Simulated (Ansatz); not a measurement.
## One atom moved along a line in BN

Computed with DFT LDA, scalar-relativistic, plane waves, PAW (Ansatz). The runs took a 420 eV cutoff, a Γ-centred 12×12×6 mesh and Gaussian smearing (0.05 eV). No spin polarisation. Energies are free energies at this smearing, counted from the undisturbed cell; pressure is positive in compression.

Reference structure (as given, not relaxed at this level; it stands at -13.7 GPa; this wurtzite form isn't the usual structure):

```yaml
crystal:
  lattice:
    - [2.55394, 0.00000, 0.00000]
    - [-1.27697, 2.21178, 0.00000]
    - [0.00000, 0.00000, 4.22685]
  atoms:
    - { symbol: B, position: [0.66667, 0.33333, 0.99972] }
    - { symbol: B, position: [0.33333, 0.66667, 0.49972] }
    - { symbol: N, position: [0.66667, 0.33333, 0.62528] }
    - { symbol: N, position: [0.33333, 0.66667, 0.12528] }
```

Atom 1 (B) is moved by x along the Cartesian unit vector (0.000, 0.000, 1.000); the cell and all other atoms stay fixed. At -14 GPa the given cell is far from its own equilibrium, so these figures belong to a strongly strained crystal.

```
  x (Å)  ΔE (meV/cell)
-0.2000          843.8
-0.1500          450.0
-0.1000          190.3
-0.0500           45.7
 0.0000            0.0
 0.0500           39.0
 0.1000          149.8
 0.1500          320.2
 0.1750          424.1
 0.2000          538.5
```

Question: Predict the force along x on the moved atoms (eV/Å) at each point.

Answer:
```csv
x (Å),force along x on the moved atoms (eV/Å)
-0.2000,9.36
-0.1500,6.46
-0.1000,3.98
-0.0500,1.85
0.0000,0.02
0.0500,-1.54
0.1000,-2.85
0.1500,-3.93
0.1750,-4.38
0.2000,-4.77
```